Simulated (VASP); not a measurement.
# Sc (P6_3/mmc) in VASP: notebook

One crystal, Sc, is run at these levels: LDA, r2SCAN; tasks: relaxation of cell and atoms.

Program: VASP 6.6.1. These are calculated values, not measurements. Logs are shortened: lines on timing, memory, paths and dates and some standing lists are left out, and cuts for length are marked.

### Step 1. The structure

The structure is hexagonal, space group P6_3/mmc (No. 194). Conventional cell: a = 3.232 Å, b = 3.232 Å, c = 4.983 Å, α = 90.00°, β = 90.00°, γ = 120.00°. Sc (site symmetry -6m2) has 12 Sc at 3.11 to 3.23 Å as nearest neighbours.

### Step 2. Relaxation of cell and atoms, LDA

INCAR

```
ALGO     = Normal         # electronic algorithm
EDIFF    = 1E-7           # SCF threshold, eV
EDIFFG   = -0.005         # ionic threshold
ENCUT    = 600            # plane-wave cutoff, eV
IBRION   = 2              # ionic algorithm
ISIF     = 3              # what is computed and relaxed
ISMEAR   = 1              # smearing method
LASPH    = True           # aspherical terms in the spheres
LCHARG   = False          # write CHGCAR
LREAL    = False          # projectors in reciprocal space
LWAVE    = False          # write WAVECAR
NELM     = 80             # most SCF steps
NSW      = 90             # ionic steps
PREC     = Accurate       # precision mode
SIGMA    = 0.1            # smearing width, eV
```

KPOINTS

```
k-points
0
Gamma
  15 15 8
```

POSCAR

```
Sc                                      
1.0
    3.2316392635      0.0000000000      0.0000000000
   -1.6158196317      2.7986816980      0.0000000000
    0.0000000000      0.0000000000      4.9826797174
  Sc            
     2
Direct
     0.3333333332999970    0.6666666667000030    0.2500000000000000
     0.6666666667000030    0.3333333332999970    0.7500000000000000
```

Potentials or basis: VASP PAW LDA potentials, release 64 (Sc_sv).

Command:

```
cat potpaw_LDA.64/Sc_sv/POTCAR > POTCAR
mpirun -np 1 vasp_std > vasp.out
```

OUTCAR:

```text
EDIFF = 1E-7
   EDIFFG = -0.005
   ENCUT = 600
   IBRION = 2
   ISIF = 3
   ISMEAR = 1
   LASPH = True
   LREAL = False
   NELM = 80
   NSW = 90
   PREC = Accurate

 ion  position               nearest neighbor table
   1  0.333  0.667  0.250-   2 3.11   2 3.11   2 3.11   2 3.11   2 3.11   2 3.11
   2  0.667  0.333  0.750-   1 3.11   1 3.11   1 3.11   1 3.11   1 3.11   1 3.11

  LATTYP: Found a hexagonal cell.
 ALAT       =     3.2316392635
 C/A-ratio  =     1.5418427959

  Lattice vectors:

 A1 = (   3.2316392635,   0.0000000000,   0.0000000000)
 A2 = (  -1.6158196317,   2.7986816980,   0.0000000000)
 A3 = (   0.0000000000,   0.0000000000,   4.9826797174)

Analysis of symmetry for initial positions (statically):
=====================================================================
 Subroutine PRICEL returns:
 Original cell was already a primitive cell.

 Routine SETGRP: Setting up the symmetry group for a
 hexagonal supercell.

 Subroutine GETGRP returns: Found 24 space group operations
 (whereof 12 operations were pure point group operations)
 out of a pool of 24 trial point group operations.

The static configuration has the point symmetry D_3d.
 The point group associated with its full space group is D_6h.

Analysis of symmetry for dynamics (positions and initial velocities):
=====================================================================
 Subroutine PRICEL returns:
 Original cell was already a primitive cell.

 Routine SETGRP: Setting up the symmetry group for a
 hexagonal supercell.

 Subroutine GETGRP returns: Found 24 space group operations
 (whereof 12 operations were pure point group operations)
 out of a pool of 24 trial point group operations.

The dynamic configuration has the point symmetry D_3d.
 The point group associated with its full space group is D_6h.

 Subroutine INISYM returns: Found 24 space group operations
 (whereof 12 operations are pure point group operations),
 and found     1 'primitive' translations

----------------------------------------------------------------------------------------

                                     Primitive cell

  volume of cell :      45.0650

  direct lattice vectors                    reciprocal lattice vectors
     3.231639263  0.000000000  0.000000000     0.309440478  0.178655544  0.000000000
    -1.615819632  2.798681698  0.000000000     0.000000000  0.357311087  0.000000000
     0.000000000  0.000000000  4.982679717     0.000000000  0.000000000  0.200695220

  length of vectors
     3.231639263  3.231639263  4.982679717     0.357311087  0.357311087  0.200695220

  position of ions in fractional coordinates (direct lattice)
     0.333333333  0.666666667  0.250000000
     0.666666667  0.333333333  0.750000000

  ion indices of the primitive-cell ions
   primitive index   ion index
                 1           1
                 2           2

----------------------------------------------------------------------------------------

 KPOINTS: k-points

Automatic generation of k-mesh.
 Grid dimensions read from file:
 generate k-points for:   15   15    8

 Generating k-lattice:

  Cartesian coordinates                     Fractional coordinates (reciprocal lattice)
     0.020629365  0.011910370  0.000000000     0.066666667  0.000000000  0.000000000
     0.000000000  0.023820739  0.000000000     0.000000000  0.066666667  0.000000000
     0.000000000  0.000000000  0.025086902     0.000000000  0.000000000  0.125000000

  Length of vectors
     0.023820739  0.023820739  0.025086902
[... 66 lines left out ...]
   NUPDOWN=      -1.0000    fix difference up-down
   EMIN   =  10.00;   EMAX   =-10.00  energy-range for DOS
   EFERMI =   0.00;   METHOD = LEGACY
   ISMEAR =     1;   SIGMA  =   0.10  broadening in eV -4-tet -1-fermi 0-gaus
   EFERMI_NEDOS =   21; number of points for ismear=-14 and -15
   IALGO  =     38    algorithm
   IMIX   =      4    mixing-type and parameters
     AMIX     =   0.40;   BMIX     =  1.00
     AMIX_MAG =   1.60;   BMIX_MAG =  1.00
  volume/ion in A,a.u.               =      22.53       152.06
  Fermi-wavevector in a.u.,A,eV,Ry     =   1.289049  2.435949 22.608068  1.661646
  Thomas-Fermi vector in A             =   2.420965
   LORBIT       =      0    0 simple, 1 ext, 2 COOP (PROOUT), +10 PAW based schemes
   GGA     = CA    functional components
   LHFCALC =     F    Hartree Fock is set to
   AEXX    =    0.0000 exact exchange contribution
   IVDW    =     0    specifies the selected vdW correction
   LEPSILON=     F    determine dielectric tensor
   LRPA    =     F    only Hartree local field effects (RPA)
 conjugate gradient relaxation of ions
 non-spin polarized calculation
 Methfessel and Paxton  Order N= 1 SIGMA  =   0.10
  energy-cutoff  :      600.00
  volume of cell :       45.06
 maximum number of plane-waves:      1528
 NGX is ok and might be reduce to    28
   NGX = 13   NGY = 13   NGZ = 19

--------------------------------------- Ionic step        1  -------------------------------------------

 number of electron      22.0000004 magnetization

 Free energy of the ion-electron system (eV)
  ---------------------------------------------------
  ext. energy  EPLUGINS =         0.00000000
  ---------------------------------------------------
  free energy    TOTEN  =       -13.44984404 eV

  energy without entropy =      -13.45155808  energy(sigma->0) =      -13.45041539

------------------------ aborting loop because EDIFF is reached ----------------------------------------

  FORCE on cell =-STRESS in cart. coord.  units (eV):
  Direction    XX          YY          ZZ          XY          YZ          ZX
  --------------------------------------------------------------------------------------
  -------------------------------------------------------------------------------------
  Total        0.0040881      0.0040881      0.0129847      0.0000000     -0.0000000     -0.0000000
  in kB        0.1453434      0.1453434      0.4616396      0.0000000     -0.0000000     -0.0000000
  external PRESSURE =       0.2507755 kB  Pullay stress =       0.0000000 kB

 VOLUME and BASIS-vectors are now :
 -----------------------------------------------------------------------------
  energy-cutoff  :      600.00
  volume of cell :       45.06
      direct lattice vectors                 reciprocal lattice vectors
     3.231639263  0.000000000  0.000000000     0.309440478  0.178655544  0.000000000
    -1.615819632  2.798681698  0.000000000     0.000000000  0.357311087  0.000000000
     0.000000000  0.000000000  4.982679717     0.000000000  0.000000000  0.200695220

 POSITION                                       TOTAL-FORCE (eV/Angst)
 -----------------------------------------------------------------------------------
     -0.00000      1.86579      1.24567         0.000000     -0.000000      0.000000
      1.61582      0.93289      3.73701        -0.000000      0.000000      0.000000
 -----------------------------------------------------------------------------------
    total drift:                               -0.000000      0.000000     -0.000000

  FREE ENERGIE OF THE ION-ELECTRON SYSTEM (eV)
  ---------------------------------------------------
  free  energy   TOTEN  =       -13.4498440423 eV

  energy  without entropy=      -13.4515580808  energy(sigma->0) =      -13.45041539

--------------------------------------- Ionic step        2  -------------------------------------------

 number of electron      22.0000004 magnetization

 Free energy of the ion-electron system (eV)
  ---------------------------------------------------
  ext. energy  EPLUGINS =         0.00000000
  ---------------------------------------------------
  free energy    TOTEN  =       -13.44984747 eV

  energy without entropy =      -13.45156169  energy(sigma->0) =      -13.45041888

 E-fermi :   3.9852     XC(G=0): -10.5164

 val. band max:        3.9827293910   @ k =   0.2000   0.2000   0.2500
 cond. band min:       3.9950021237   @ k =   0.2000   0.2000   0.3750
 fundamental gap:      0.0122727327
 Fermi energy:         3.9851828457

 k-point     1 :       0.0000    0.0000    0.0000
  band No.  band energies     occupation
      1     -44.6032      2.00000
      2     -44.4893      2.00000
      3     -23.8742      2.00000
      4     -23.3957      2.00000
      5     -23.3957      2.00000
      6     -23.3001      2.00000
      7     -23.3001      2.00000
      8     -23.2561      2.00000
      9      -1.2341      2.00000
     10       2.2355      2.00000
     11       5.0051     -0.00000
     12       5.6206     -0.00000
     13       5.6206     -0.00000
     14       5.9872      0.00000
[... 401 lines left out ...]
      2     -44.4826      2.00000
      3     -23.7204      2.00000
      4     -23.6117      2.00000
      5     -23.5744      2.00000
      6     -23.5685      2.00000
      7     -23.4507      2.00000
      8     -23.4288      2.00000
      9       2.8003      2.00000
     10       3.1922      2.00000
     11       3.2917      2.00000
     12       3.5224      2.00000
     13       5.0919     -0.00000
     14       5.2630     -0.00000
     15       6.1615      0.00000

 [... further k-points ...]

------------------------ aborting loop because EDIFF is reached ----------------------------------------

  FORCE on cell =-STRESS in cart. coord.  units (eV):
  Direction    XX          YY          ZZ          XY          YZ          ZX
  --------------------------------------------------------------------------------------
  -------------------------------------------------------------------------------------
  Total       -0.0001254     -0.0001254      0.0025588     -0.0000000      0.0000000      0.0000000
  in kB       -0.0044548     -0.0044548      0.0909240     -0.0000000      0.0000000      0.0000000
  external PRESSURE =       0.0273381 kB  Pullay stress =       0.0000000 kB

 VOLUME and BASIS-vectors are now :
 -----------------------------------------------------------------------------
  energy-cutoff  :      600.00
  volume of cell :       45.09
      direct lattice vectors                 reciprocal lattice vectors
     3.231957939  0.000000000 -0.000000000     0.309409967  0.178637928  0.000000000
    -1.615978969  2.798957679  0.000000000    -0.000000000  0.357275856  0.000000000
     0.000000000 -0.000000000  4.984240333     0.000000000 -0.000000000  0.200632380

 POSITION                                       TOTAL-FORCE (eV/Angst)
 -----------------------------------------------------------------------------------
     -0.00000      1.86597      1.24606        -0.000000      0.000000      0.000000
      1.61598      0.93299      3.73818         0.000000     -0.000000     -0.000000
 -----------------------------------------------------------------------------------
    total drift:                               -0.000000      0.000000     -0.000000

  FREE ENERGIE OF THE ION-ELECTRON SYSTEM (eV)
  ---------------------------------------------------
  free  energy   TOTEN  =       -13.4498474672 eV

  energy  without entropy=      -13.4515616927  energy(sigma->0) =      -13.45041888

 reached required accuracy - stopping structural energy minimisation
```

It took 53 s on 1 thread of Intel Xeon 6975P-C (Granite Rapids), shared host; peak memory 0.23 GiB.

Results:

```
Free energy                            : -13.4498 eV
Relaxed volume                         : 22.54 Å³/atom
Relaxed cell                           : a = 3.232 Å, b = 3.232 Å, c = 4.984 Å, α = 90.00°, β = 90.00°, γ = 120.00°
Space group after relaxing (to 0.05 Å) : P6_3/mmc (No. 194)
Energy gained by relaxing              : 0.0 meV/atom
Ionic steps                            : 2
Pressure after relaxing                : 0.0 GPa
Band gap on the k mesh                 : none (metal or under the smearing width)
```

Final structure:
```yaml
crystal:
  lattice:
    - [3.23196, 0.00000, 0.00000]
    - [-1.61598, 2.79896, 0.00000]
    - [0.00000, 0.00000, 4.98424]
  atoms:
    - { symbol: Sc, position: [0.33333, 0.66667, 0.25000] }
    - { symbol: Sc, position: [0.66667, 0.33333, 0.75000] }
```

Levels at points of the mesh, in eV from the Fermi level:
```csv
k point,band 7,band 8,band 9,band 10,band 11,band 12,band 13,band 14,band 15
"(0.00, 0.00, 0.00)",-27.29,-27.24,-5.22,-1.75,1.02,1.64,1.64,2.00,2.16
"(0.00, 0.00, 0.50)",-27.33,-27.33,-3.55,-3.55,1.05,1.05,1.52,1.52,1.52
```

### Step 3. Relaxation of cell and atoms, r2SCAN

This run uses another cell than the first one, of 25.00 Å³/atom, 1.110 times its volume.

INCAR

```
ALGO = Normal
EDIFF = 1E-6
EDIFFG = -0.01
ENCUT = 600
IBRION = 2
ISIF = 3
ISMEAR = 1
LASPH = True
LCHARG = False
LMIXTAU = True
LREAL = False
LWAVE = False
METAGGA = R2SCAN
NELM = 80
NSW = 90
PREC = Accurate
SIGMA = 0.1
```

KPOINTS is that of step 2.

POSCAR

```
Sc
1.0
    3.3090000000      0.0000000000      0.0000000000
   -1.6545000000      2.8656780611      0.0000000000
    0.0000000000      0.0000000000      5.2733000000
Sc
2
Direct
    0.3333333333      0.6666666667      0.2500000000
    0.6666666667      0.3333333333      0.7500000000
```

Potentials or basis: VASP PAW PBE potentials, release 64 (Sc_sv).

Command:

```
cat potpaw_PBE.64/Sc_sv/POTCAR > POTCAR
mpirun -np 1 vasp_std > vasp.out
```

Run time: 9.3 min. Hardware: 1 thread of Intel Xeon 6975P-C (Granite Rapids), shared host; peak memory 0.27 GiB.

It converged, with:

* Free energy: -22.7113 eV
* Relaxed volume: 24.99 Å³/atom
* Relaxed cell: a = 3.334 Å, b = 3.334 Å, c = 5.191 Å, α = 90.00°, β = 90.00°, γ = 120.00°
* Space group after relaxing (to 0.05 Å): P6_3/mmc (No. 194)
* Energy gained by relaxing: 1.9 meV/atom
* Ionic steps: 3
* Pressure after relaxing: 0.0 GPa
* Band gap on the k mesh: none (metal or under the smearing width)

Step by step:
```tsv
step	energy change (eV)	largest force (eV/Å)	pressure (GPa)	volume (Å³)
1	0.0000	0.0000	-0.01	50.00
2	-0.0030	0.0000	0.02	49.99
3	-0.0038	0.0000	-0.01	49.98
```

Final structure:
```
Sc
1.0
     3.33433    0.00000    0.00000
    -1.66716    2.88761    0.00000
     0.00000    0.00000    5.19085
Sc
2
Direct
  0.33333 0.66667 0.25000
  0.66667 0.33333 0.75000
```

Levels at points of the mesh, in eV from the Fermi level:
```tsv
k point	band 9	band 10	band 11	band 12	band 13	band 14
(0.00, 0.00, 0.00)	-5.48	-1.68	0.44	1.79	1.79	2.07
(0.00, 0.00, 0.50)	-3.86	-3.86	1.10	1.10	1.70	1.70
```

Caveat: the PAW data sets were made with another functional, which shifts forces and pressure a little.

### Step 4. Relaxation of cell and atoms, r2SCAN

This run uses another cell than the first one, of 24.99 Å³/atom, 1.109 times its volume.

Edit INCAR of step 3 so:

```diff
@@ -1,4 +1,4 @@
 ALGO = Normal
-EDIFF = 1E-6
-EDIFFG = -0.01
+EDIFF = 1E-7
+EDIFFG = -0.005
 ENCUT = 600
```

KPOINTS is that of step 3.

POSCAR

```
Sc                                      
1.0
    3.3343295639      0.0000000000      0.0000000000
   -1.6671647820      2.8876141069     -0.0000000000
   -0.0000000000      0.0000000000      5.1908462030
  Sc            
     2
Direct
     0.3333333332999970    0.6666666667000030    0.2500000000000000
     0.6666666667000030    0.3333333332999970    0.7500000000000000
```

Command:

```
cat potpaw_PBE.64/Sc_sv/POTCAR > POTCAR
mpirun -np 1 vasp_std > vasp.out
```

Run time: 6.1 min. Hardware: 1 thread of Intel Xeon 6975P-C (Granite Rapids), shared host; peak memory 0.26 GiB.

It converged, with:

```yaml
Free_energy: -22.7113 eV
Pressure_after_relaxing: 0.0 GPa
Band_gap_on_the_k_mesh: none (metal or under the smearing width)
```

Final structure:
```
Sc
1.0
     3.33433    0.00000    0.00000
    -1.66716    2.88761    0.00000
     0.00000    0.00000    5.19085
Sc
2
Direct
  0.33333 0.66667 0.25000
  0.66667 0.33333 0.75000
```

Levels at points of the mesh, in eV from the Fermi level:
```csv
k point,band 9,band 10,band 11,band 12,band 13,band 14
"(0.00, 0.00, 0.00)",-5.48,-1.68,0.44,1.79,1.79,2.07
"(0.00, 0.00, 0.50)",-3.86,-3.86,1.10,1.10,1.70,1.70
```

Caveat: the relaxation stopped at its first step, so nothing moved; the PAW data sets were made with another functional, which shifts forces and pressure a little.
